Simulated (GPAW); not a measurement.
Input of a GPAW 26.7.0 run:

The input run.py:

```python
from ase import Atoms
from ase.dft.bandgap import bandgap
from ase.io import write
from ase.units import GPa
from gpaw import GPAW, PW, setup_paths

setup_paths.insert(0, '.')

atoms = Atoms(['Cu', 'Cu', 'O', 'O'],
              cell=[[2.34465, -1.7134, 0.0],
                    [2.34465, 1.7134, 0.0],
                    [-0.8605543552, 0.0, 5.0594363927]],
              scaled_positions=[[0.4968, 0.0032, 0.5],
                                [0.0032, 0.4968, 0.0],
                                [0.4056, 0.5714, 0.7537],
                                [0.5714, 0.4056, 0.2537]],
              pbc=True)

calc = GPAW(mode=PW(800),
            xc='PBEsol',
            kpts={'size': (10, 10, 5), 'gamma': True},
            occupations={'name': 'fermi-dirac', 'width': 0.05},
            nbands=33,
            convergence={'density': 1e-05, 'energy': 1e-05},
            maxiter=150,
            txt='gpaw.txt')
atoms.calc = calc
energy = atoms.get_potential_energy()
forces = atoms.get_forces()
stress = atoms.get_stress()
calc.write('gs.gpw')
write('result.traj', atoms)
print(f'Energy: {energy:.6f} eV')
print('Forces (eV/A):')
print(forces.round(4))
print('Stress (GPa):', (stress / GPa).round(3))
print('Fermi level:', round(calc.get_fermi_level(), 4), 'eV')
print(f'Gap: {bandgap(calc)[0]:.4f} eV, direct: {bandgap(calc, direct=True)[0]:.4f} eV')
```

Potentials or basis: PAW data sets generated in the run's folder for this functional, pw.

Launch:

```bash
$ gpaw-setup -f PBEsol Cu O
$ OMP_NUM_THREADS=1 python run.py
```

Estimate the band gap on the k mesh.

none (metal or under the smearing width).

What does it give for the pressure?

-0.1 GPa.

Forces on the atoms (eV/Å):
```
Cu  -0.661 -0.364  0.256
Cu  -0.661  0.364  0.256
O    0.661 -0.312 -0.256
O    0.661  0.312 -0.256
```

Caveat: with this Cu data set, volumes or pressures lay over 1.5 % or 2 GPa off other programs in two to four cells of ten; the run has no spin polarisation, though such a crystal can be magnetic; semilocal functionals often make such compounds metallic where correlation or magnetic order opens a gap, which also shifts bond lengths. With open d or f shells a metallic result of PBEsol can be an artefact of self-interaction; +U or a hybrid may open a gap.
